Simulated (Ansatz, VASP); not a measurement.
**CaO (Lime) in two plane-wave programs**

One calculation is typed for both programs; each brings its own data sets and cutoff. How far apart do they land? The cell is taken from a series of VASP runs on this material, whose earlier steps may have relaxed, scaled or displaced it; both programs get it as it stands. Other levels of theory on this material are compared in a session of their own.

Calculated with Ansatz 0.2.0; plane waves, with VASP 6.6.1 beside it; band structure at r2SCAN and band structure at LDA.

## Step 1: The structure

It takes space group Fm-3m (No. 225, cubic). Conventional cell: a = 4.813 Å, b = 4.813 Å, c = 4.813 Å, α = 90.00°, β = 90.00°, γ = 90.00°. Nearest to Ca lie 6 O at 2.41 Å. Nearest to O lie 6 Ca at 2.41 Å. Farther neighbours and most contacts between anions are not listed.

Structure file:

```cif
data_structure
_symmetry_space_group_name_H-M 'P 1'
_symmetry_Int_Tables_number 1
_cell_length_a 3.4033
_cell_length_b 3.4033
_cell_length_c 3.4033
_cell_angle_alpha 60.000
_cell_angle_beta 60.000
_cell_angle_gamma 60.000
_cell_volume 27.87
loop_
_atom_site_label
_atom_site_type_symbol
_atom_site_fract_x
_atom_site_fract_y
_atom_site_fract_z
_atom_site_occupancy
Ca1 Ca 0.00000 0.00000 0.00000 1
O2 O 0.50000 0.50000 0.50000 1
```

## Step 2: VASP: band structure, r2SCAN

Levels along a path test the potential and the projectors away from the mesh points.

Lines of VASP's logs that name or quote its potential files are left out, and so is its time.

INCAR reads:

```
SYSTEM = CaO
PREC = Accurate
ENCUT = 460
EDIFF = 1E-06
NELM = 100
ISMEAR = 0
SIGMA = 0.03
LREAL = .FALSE.
ALGO = Normal
METAGGA = R2SCAN
LASPH = .TRUE.
NBANDS = 20
LORBIT = 11
LWAVE = .FALSE.
LCHARG = .FALSE.
KPAR = 4
```

POSCAR reads:

```
CaO
1.0
    0.0000000000      2.4065000000      2.4065000000
    2.4065000000      0.0000000000      2.4065000000
    2.4065000000      2.4065000000      0.0000000000
Ca O
1 1
Direct
    0.0000000000      0.0000000000      0.0000000000
    0.5000000000      0.5000000000      0.5000000000
```

KPOINTS reads:

```
Automatic mesh
0
Gamma
8 8 8
0 0 0
```

KPOINTS_OPT reads:

```
Line mode
10
Line-mode
Reciprocal
  0.00000000   0.00000000   0.00000000 GAMMA
  0.50000000   0.00000000   0.50000000 X

  0.50000000   0.00000000   0.50000000 X
  0.50000000   0.25000000   0.75000000 W

  0.50000000   0.25000000   0.75000000 W
  0.37500000   0.37500000   0.75000000 K

  0.37500000   0.37500000   0.75000000 K
  0.00000000   0.00000000   0.00000000 GAMMA

  0.00000000   0.00000000   0.00000000 GAMMA
  0.50000000   0.50000000   0.50000000 L

  0.50000000   0.50000000   0.50000000 L
  0.62500000   0.25000000   0.62500000 U

  0.62500000   0.25000000   0.62500000 U
  0.50000000   0.25000000   0.75000000 W

  0.50000000   0.25000000   0.75000000 W
  0.50000000   0.50000000   0.50000000 L

  0.50000000   0.50000000   0.50000000 L
  0.37500000   0.37500000   0.75000000 K

  0.62500000   0.25000000   0.62500000 U
  0.50000000   0.00000000   0.50000000 X
```

Potentials, in the order of the species: Ca_sv and O (PBE family, release 64).

Command:

```console
$ mpirun -np 4 vasp_std
```

Numbers of over 12 decimals in the logs are rounded to 6 here.

What it wrote:

```text
[banner, memory and clock lines left out]
running    4 mpi-ranks, on    1 nodes
 distrk:  each k-point on    1 cores,    4 groups
 distr:  one band on    1 cores,    1 groups

 POSCAR found type information on POSCAR CaO
 POSCAR found :  2 types and       2 ions
|                                                                             |
|               ----> ADVICE to this user running VASP <----                  |
|                                                                             |
|     You enforced a specific xc type in the INCAR file but a different       |
|     [... a line on the potential file left out ...]
|     I HOPE YOU KNOW WHAT YOU ARE DOING!                                     |
|                                                                             |

 LDA part: xc-table for (None), standard interpolation
 POSCAR, INCAR and KPOINTS ok, starting setup
 FFT: planning ... GRIDC
 FFT: planning ... GRID_SOFT
 FFT: planning ... GRID
 WAVECAR not read
 entering main loop
       N       E                     dE             d eps       ncg     rms          rms(c)
DAV:   1     0.113732087215E+03    0.11373E+03   -0.72985E+03  1160   0.767E+02
DAV:   2    -0.206140341771E+02   -0.13435E+03   -0.12516E+03  1272   0.242E+02
DAV:   3    -0.251803821306E+02   -0.45663E+01   -0.45183E+01  1572   0.449E+01
DAV:   4    -0.252731310750E+02   -0.92749E-01   -0.92697E-01  1396   0.586E+00
DAV:   5    -0.252751704985E+02   -0.20394E-02   -0.20394E-02  1484   0.784E-01    0.767E+00
DAV:   6    -0.193399794650E+02    0.59352E+01   -0.20876E+00  1540   0.172E+01    0.267E+00
DAV:   7    -0.194547796362E+02   -0.11480E+00   -0.30662E-01  1332   0.345E+00    0.186E+00
DAV:   8    -0.194738158776E+02   -0.19036E-01   -0.86111E-02  1224   0.277E+00    0.982E-01
DAV:   9    -0.194577196328E+02    0.16096E-01   -0.25026E-02  1312   0.160E+00    0.147E-01
DAV:  10    -0.194574725981E+02    0.24703E-03   -0.23808E-03  1328   0.384E-01    0.793E-02
DAV:  11    -0.194575532900E+02   -0.80692E-04   -0.27771E-04  1280   0.135E-01    0.307E-02
DAV:  12    -0.194575291243E+02    0.24166E-04   -0.32822E-05  1532   0.495E-02    0.611E-03
DAV:  13    -0.194575295894E+02   -0.46504E-06   -0.52200E-06  1484   0.162E-02
   1 F= -.19457530E+02 E0= -.19457530E+02  d E =-.509157E-23
 Start KPOINTS_OPT (optional k-point list driver)
k-point batch [1-29\100]
       N       E                     dE             ncg
DAV:   1    -0.193102309973E+04   -0.17995E+05     1160
DAV:   2    -0.564336070026E+04   -0.37123E+04     1312
DAV:   3    -0.576711915707E+04   -0.12376E+03     1496
DAV:   4    -0.576937946621E+04   -0.22603E+01     1360
DAV:   5    -0.576943310178E+04   -0.53636E-01     1496
DAV:   6    -0.576943471471E+04   -0.16129E-02     1360
DAV:   7    -0.576943475906E+04   -0.44354E-04     1464
DAV:   8    -0.576943476043E+04   -0.13694E-05      940
DAV:   9    -0.576943476052E+04   -0.89680E-07      844
[...]
k-point batch [88-100\100]
       N       E                     dE             ncg
DAV:   1     0.849370140523E+04   -0.91812E+04      520
DAV:   2     0.684062015431E+04   -0.16531E+04      588
DAV:   3     0.678691121590E+04   -0.53709E+02      692
DAV:   4     0.678617748116E+04   -0.73373E+00      580
DAV:   5     0.678616310410E+04   -0.14377E-01      704
DAV:   6     0.678616275026E+04   -0.35384E-03      576
DAV:   7     0.678616274150E+04   -0.87656E-05      684
DAV:   8     0.678616274130E+04   -0.19912E-06      392
```

Parts of OUTCAR (step 2):

```text
ion  position               nearest neighbor table
   1  0.000  0.000  0.000-   2 2.41   2 2.41   2 2.41   2 2.41   2 2.41   2 2.41
   2  0.500  0.500  0.500-   1 2.41   1 2.41   1 2.41   1 2.41   1 2.41   1 2.41

  LATTYP: Found a face centered cubic cell.
 ALAT       =     4.8130000000

 Subroutine GETGRP returns: Found 48 space group operations
 (whereof 48 operations were pure point group operations)

The static configuration has the point symmetry O_h .

 Found     29 irreducible k-points:

   k-points           NKPTS =     29   k-points in BZ     NKDIM =     29   number of bands    NBANDS=     20

   dimension x,y,z NGX =    24 NGY =   24 NGZ =   24
   dimension x,y,z NGXF=    48 NGYF=   48 NGZF=   48

   ENCUT  =  460.0 eV  33.81 Ry    5.81 a.u.   5.95  5.95  5.95*2*pi/ulx,y,z

   NELECT =      16.0000    total number of electrons

 k-points in reciprocal lattice and weights: Automatic mesh
   0.00000000  0.00000000  0.00000000       0.002
   0.12500000  0.00000000  0.00000000       0.016
   0.25000000  0.00000000  0.00000000       0.016
   0.37500000  0.00000000  0.00000000       0.016
   0.50000000  0.00000000  0.00000000       0.008
   0.12500000  0.12500000  0.00000000       0.012
   0.25000000  0.12500000  0.00000000       0.047
   0.37500000  0.12500000  0.00000000       0.047
   0.50000000  0.12500000  0.00000000       0.047
[...]
-0.37500000  0.50000000  0.12500000       0.023
  -0.25000000  0.50000000  0.25000000       0.012

 average (electrostatic) potential at core
       1 -47.9182       2 -73.8551

 E-fermi :   2.1920

 k-point     1 :       0.0000    0.0000    0.0000
  band No.  band energies     occupation
    ...
      4     -16.9765      2.00000
      5     -14.4704      2.00000
      6       1.9921      2.00000
      7       1.9921      2.00000
      8       1.9921      2.00000
      9       7.3845      0.00000
     10       8.8341      0.00000
     11       8.8342      0.00000
     12       8.8342      0.00000
     13      10.4222      0.00000
    ...

 k-point     2 :       0.1250    0.0000    0.0000
  band No.  band energies     occupation
    ...
      4     -16.9839      2.00000
      5     -14.2269      2.00000
      6       1.4795      2.00000
      7       1.7863      2.00000
      8       1.7863      2.00000
      9       8.0637      0.00000
     10       8.7889      0.00000
     11       9.1036      0.00000
     12       9.1036      0.00000
     13      10.7925      0.00000
    ...

 k-point     3 :       0.2500    0.0000    0.0000
  band No.  band energies     occupation
    ...
      4     -17.0017      2.00000
      5     -13.7505      2.00000
      6       0.4957      2.00000
      7       1.3420      2.00000
      8       1.3420      2.00000
      9       8.8579      0.00000
     10       9.5384      0.00000
     11       9.8119      0.00000
     12       9.8120      0.00000
     13      11.6888      0.00000
    ...

  Total       -0.1427414     -0.1427414     -0.1427414      0.0000000      0.0000000      0.0000000
  in kB       -8.2048926     -8.2048926     -8.2048926      0.0000000      0.0000000      0.0000000
  external PRESSURE =      -8.2048926 kB  Pullay stress =       0.0000000 kB

  energy-cutoff  :      460.00
  volume of cell :       27.87
      direct lattice vectors                 reciprocal lattice vectors
     0.000000000  2.406500000  2.406500000    -0.207770621  0.207770621  0.207770621
     2.406500000  0.000000000  2.406500000     0.207770621 -0.207770621  0.207770621
     2.406500000  2.406500000  0.000000000     0.207770621  0.207770621 -0.207770621

 POSITION                                       TOTAL-FORCE (eV/Angst)
 -----------------------------------------------------------------------------------
      0.00000      0.00000      0.00000        -0.000000     -0.000000     -0.000000
      2.40650      2.40650      2.40650         0.000000      0.000000      0.000000
 -----------------------------------------------------------------------------------
    total drift:                                0.000000     -0.000000     -0.000000

  FREE ENERGIE OF THE ION-ELECTRON SYSTEM (eV)
  ---------------------------------------------------
  free  energy   TOTEN  =       -19.4575295894 eV

  energy  without entropy=      -19.4575295894  energy(sigma->0) =      -19.45752959

 total charge
# of ion       s       p       d       tot
------------------------------------------
    1        2.036   5.882   0.278   8.197
    2        1.561   3.480   0.000   5.041
--------------------------------------------------
tot          3.597   9.362   0.278  13.238

[... 3 further parts left out ...]
```

The run ends at a pressure of -0.82 GPa.

## Step 3: Ansatz: band structure, r2SCAN

Ansatz runs on its default PAW (the set named soft_2) files.

The same cell, functional, mesh and smearing now go to Ansatz, which takes its cutoff from its data sets.

input.yaml reads:

```yaml
crystal:
  lattice:
    - [0.0, 2.4065, 2.4065]
    - [2.4065, 0.0, 2.4065]
    - [2.4065, 2.4065, 0.0]
  atoms:
    - { symbol: Ca, position: [0.0, 0.0, 0.0] }
    - { symbol: O, position: [0.5, 0.5, 0.5] }
hamiltonian:
  xc: r2scan
  pseudopotentials: { kind: paw }
kpoints:
  mp_grid: { grid: [8, 8, 8] }
  band_path:
    path:
      - [0.0, 0.0, 0.0]
      - [0.16667, 0.0, 0.16667]
      - [0.33333, 0.0, 0.33333]
      - [0.5, 0.0, 0.5]
      - [0.5, 0.08333, 0.58333]
      - [0.5, 0.19444, 0.69444]
      - [0.5, 0.25, 0.75]
      - [0.45833, 0.29167, 0.75]
      - [0.40278, 0.34722, 0.75]
      - [0.375, 0.375, 0.75]
      - [0.20833, 0.20833, 0.41667]
      - [0.08333, 0.08333, 0.16667]
      - [0.0, 0.0, 0.0]
      - [0.22222, 0.22222, 0.22222]
      - [0.38889, 0.38889, 0.38889]
      - [0.51389, 0.47222, 0.51389]
      - [0.55556, 0.38889, 0.55556]
      - [0.61111, 0.27778, 0.61111]
      - [0.61111, 0.25, 0.63889]
      - [0.56944, 0.25, 0.68056]
      - [0.51389, 0.25, 0.73611]
      - [0.5, 0.27778, 0.72222]
      - [0.5, 0.38889, 0.61111]
      - [0.5, 0.47222, 0.52778]
      - [0.48611, 0.48611, 0.52778]
      - [0.43056, 0.43056, 0.63889]
      - [0.38889, 0.38889, 0.72222]
      - [0.59722, 0.19444, 0.59722]
      - [0.55556, 0.11111, 0.55556]
      - [0.5, 0.0, 0.5]
    npoints: 1
scf:
  occupations: { method: gaussian, width: 0.03 }
  n_extra_bands: 7
output:
  forces: true
  stress: true
  eigenvalues: true
  write_density: true
  write_potential: true
  elf: true
  volumetric_format: npy
```

Command:

```console
$ ansatz run input.yaml --threads 2 --pin off --max-ram 4608MiB --backend cpu --events-out ev --progress --plain --runs-dir out
```

What it wrote:

```text
scf.n_extra_bands = 7 over 8 filled bands (N_el = 16.0): the run solves 15 bands
Engine: ansatz 0.2.0, aarch64-unknown-linux-gnu
Pseudopotentials: kind: paw
Pseudopotential: Ca, paw, valence charge 10, recommended cutoff 500 eV (meta_gga), Ca.paw.azcp
Pseudopotential: O, paw, valence charge 6, recommended cutoff 500 eV (meta_gga), O.paw.azcp
Functional definition: r2SCAN
  parameter k0 = 0.174
  parameter k1 = 0.065
  parameter a1 = 4.9479
  exchange = r2scan_x(k0 = k0, k1 = k1, a1 = a1)
  correlation = r2scan_c
Crystal: 2 atoms, lattice volume = 27.873 Å³
Basis set: ecut = 500 eV, 725 PW (Γ), exchange–correlation on 100×100×100 points (64 copies of the dense FFT grid, shifted against one another)
Bands: 15, of which v1, the nominal top of the filled ones, is band 8 counted from 1 (7 counted from 0)
Symmetry: 48 space group operations
Space group: Fm-3m (ITA 225), of the structure as read, at distance tolerance 3.0e-5 Å
k-points: 29 of 512
Non-local potential: Ca, projectors of the file, l = 0: 3, l = 1: 2, l = 2: 2
Non-local potential: O, projectors of the file, l = 0: 2, l = 1: 2, l = 2: 1
PAW form: soft (Blöchl's): semilocal exchange-correlation on the pseudo side does not see the compensation charge
PAW frozen core: Ca, regenerated for the run's functional (the file was generated under x = pbe(κ = 0.804, μ = 0.219515), c = pbe(β = 0.066725))
PAW frozen core: O, regenerated for the run's functional (the file was generated under x = pbe(κ = 0.804, μ = 0.219515), c = pbe(β = 0.066725))
PAW one-centre angular grid: Ca, 302 points (default); XC on 160 Gauss nodes
PAW one-centre angular grid: O, 302 points (default); XC on 160 Gauss nodes
Initial density: superposition of atomic densities (neutral atoms: chi_scale 0, normalization atom), corrected by the library's trained network
Initial wavefunctions: pseudopotential atomic-orbital guess
Functional: x = r2scan, c = r2scan; τ floored in thin density (d = 2e-4 eV/Å³)
SCF iter   1: F=—  HF=-2394.020328 eV  |F-HF|=—  |Δ(HF+E_count)|=         —  Δρ=1.07e-2  dr2=3.93e-2  dr2_τ=5.96e-2  ethr=1.77e-3  ⟨swp⟩=7.7  Hψ=2976  notcnv=0  defer=4
preconditioner: auto → none  [insulator: Δε(μ)=4.464 eV  Ē_g=21.218 eV  σ=0.030 eV  W_gap=1.00  n_scr=8 (ndim 8)  ℏωp=26.3 eV  f_vac=0.000  D(μ)=0.00/eV (n_scr^D=0)  ε∞_Penn≈2.5]
SCF iter   2: F=—  HF=-2394.096515 eV  |F-HF|=—  |Δ(HF+E_count)|=   7.62e-2  Δρ=9.69e-3  dr2=1.50e-2  dr2_τ=3.59e-3  ethr=2.45e-4  ⟨swp⟩=2.2  Hψ=958  notcnv=0  defer=35
SCF iter   3: F=—  HF=-2394.093123 eV  |F-HF|=—  |Δ(HF+E_count)|=   3.39e-3  Δρ=2.46e-3  dr2=9.13e-4  dr2_τ=8.64e-5  ethr=9.39e-5  ⟨swp⟩=2.0  Hψ=650  notcnv=0  defer=35
SCF iter   4: F=—  HF=-2394.093000 eV  |F-HF|=—  |Δ(HF+E_count)|=   1.24e-4  Δρ=5.79e-4  dr2=3.12e-5  dr2_τ=1.03e-5  ethr=5.71e-6  ⟨swp⟩=3.0  Hψ=743  notcnv=0  defer=35
SCF iter   5: F=—  HF=-2394.093002 eV  |F-HF|=—  |Δ(HF+E_count)|=   2.16e-6  Δρ=7.88e-5  dr2=4.30e-7  dr2_τ=1.30e-7  ethr=1.95e-7  ⟨swp⟩=2.0  Hψ=487  notcnv=0  defer=35
SCF iter   6: F=-2394.093002 eV  HF=-2394.093002 eV  |F-HF|=3.76e-10  |Δ(HF+E_count)|=   4.71e-7  Δρ=6.26e-6  dr2=7.39e-9  dr2_τ=1.09e-9  ethr=6.25e-10  ⟨swp⟩=11.8  Hψ=2949  notcnv=0
SCF 1 converged in 6 iterations: F = -2394.093002 eV  dr2 = 7.39e-9
  greatest PAW one-centre occupation: 0.995 electrons in one spin orbital (limit 2), on the Ca atom at site 0 (counted from 0), in its partial waves of l = 0
NSCF: frozen V_eff on 30 k-points
SCF converged after 6 iterations
Free energy (F): -2394.093002 eV
Harris-Foulkes:  -2394.093002 eV  (|F-HF|=3.76e-10)
Internal energy: -2394.093002 eV  (E = F + TS)
E sigma→0 (E₀):  -2394.093002 eV
Fermi energy:    9.407215 eV
--- Per-component energies (eV) ---
  E_band       = -115.183497
  E_kinetic    = 456.798036
  E_local      = -893.187279  (includes V_loc(G=0)·N_el)
  E_nonlocal   = 110.388770
  E_hartree    = 296.400542
  E_xc         = -212.272761
  E_vxc        = -302.691513  (∫ρ·V_xc dr)
  E_paw        = -1023.588715  (= ΣΔE_a)
  E_vpaw       = -97.946621  (= ΣTr[D̂ρ^β])
  E_aug_tail   = 0.000909  (compensation charges beyond the density's cutoff)
  E_vtau       = 18.652134  (kinetic-family band-sum trace: ∫τ·v_τ [+ j·A + Jᵃ·Aᵃ] dr)
  E_ewald      = -1128.379897
  E_core_change = -0.252606  (= ΣΔE_core)
  E_smearing   = -0.000000  (= −TS)
  E_closure    = -0.000000  (closes the sum)
  Σ components = -2394.093002   (vs F -2394.093002, Δ=0.00e0)
--- Forces (eV/Å), atoms counted from 1 ---
  atom   1  Ca    -0.00000000     0.00000000     0.00000000
  atom   2  O      0.00000000    -0.00000000    -0.00000000
  max |Σ_I F_I| component: 2.37e-29 eV/Å
--- Stress (GPa, compression-positive) ---
       -1.293173      -0.000000       0.000000
        0.000000      -1.293173      -0.000000
        0.000000       0.000000      -1.293173
  P = ⅓ Tr σ = -1.2932 GPa (-12.932 kbar)
--- Band table (eV; the first three rows and the last of 29) ---
  k-point 0: bands = [... 4 lower, -9.1535, 7.3066, 7.3066, 7.3066, 12.7064, 14.1480, 14.1480, 14.1480, ... 3 higher]
  k-point 1: bands = [... 4 lower, -8.9126, 6.7953, 7.1031, 7.1031, 13.3852, 14.1027, 14.4157, 14.4157, ... 3 higher]
  k-point 2: bands = [... 4 lower, -8.4413, 5.8141, 6.6628, 6.6628, 14.1712, 14.8592, 15.1196, 15.1196, ... 3 higher]
  k-point 28: bands = [... 4 lower, -8.5098, 6.0383, 6.2593, 6.2593, 14.2217, 14.2217, 16.3958, 17.5004, ... 3 higher]
```

Elapsed: 3.1 s, on 2 threads of Arm Neoverse N1, shared host; peak memory 0.33 GiB.

## Step 4: Differences

Known differences besides the potentials themselves: VASP keeps PBE cores, Ansatz makes them for the functional; the cutoff is 500 eV in Ansatz and 460 eV in VASP. Total energies have different zeros and are not compared.

Both answers:

```csv
quantity,Ansatz,VASP,difference
pressure (GPa),-1.29,-0.82,-0.47
pressure without Ansatz's Pulay correction (GPa),-1.35,-0.82,-0.52
gap over the path points (eV),4.201,4.189,+0.012
```

Levels at points of the path, from each program's valence-band top (eV; 3 filled, then empty):

```csv
k (reciprocal lattice),Ansatz,VASP
0.000 0.000 0.000,0.00 0.00 0.00 5.40 6.84 6.84,0.00 0.00 0.00 5.39 6.84 6.84
0.167 0.000 0.167,-1.18 -0.18 -0.18 5.97 6.54 7.81,-1.18 -0.18 -0.18 5.97 6.53 7.82
0.333 0.000 0.333,-1.68 -0.36 -0.36 4.71 8.08 9.30,-1.68 -0.36 -0.36 4.70 8.06 9.28
0.500 0.000 0.500,-1.30 -0.38 -0.38 4.20 8.75 9.63,-1.30 -0.38 -0.38 4.19 8.73 9.61
0.500 0.083 0.583,-1.28 -0.62 -0.52 4.59 8.89 9.54,-1.28 -0.62 -0.51 4.58 8.87 9.56
0.500 0.194 0.694,-1.17 -1.16 -0.89 6.01 7.85 9.07,-1.18 -1.16 -0.89 6.01 7.85 9.05
0.500 0.250 0.750,-1.27 -1.05 -1.05 6.92 6.92 9.09,-1.27 -1.04 -1.04 6.92 6.92 9.07
0.458 0.292 0.750,-1.28 -1.13 -0.92 6.29 7.62 9.12,-1.29 -1.13 -0.92 6.29 7.63 9.11
0.403 0.347 0.750,-1.31 -1.20 -0.80 5.78 8.47 9.24,-1.31 -1.19 -0.80 5.78 8.47 9.22
0.375 0.375 0.750,-1.31 -1.20 -0.78 5.71 8.64 9.27,-1.31 -1.20 -0.78 5.71 8.65 9.25
```

Among the levels compared at these points, filled levels agree within 10 meV and empty ones within 22 meV. Ansatz's pressure holds a Pulay correction of 0.05 GPa; VASP's holds none.

[end of part 1 of 2]

[Lines on the potential files, build, host, timing and source positions are cut from VASP's logs without a mark.]

[Logs are printed without paths, hosts, clocks, repeated set-up lines and the standing remarks that a program may print on its own settings, such as how far it seeks lower states.]

[Hosts, paths, dates, database ids (printed as entryN), source tags and the programs' standing remarks are cut or masked in the printed files.]
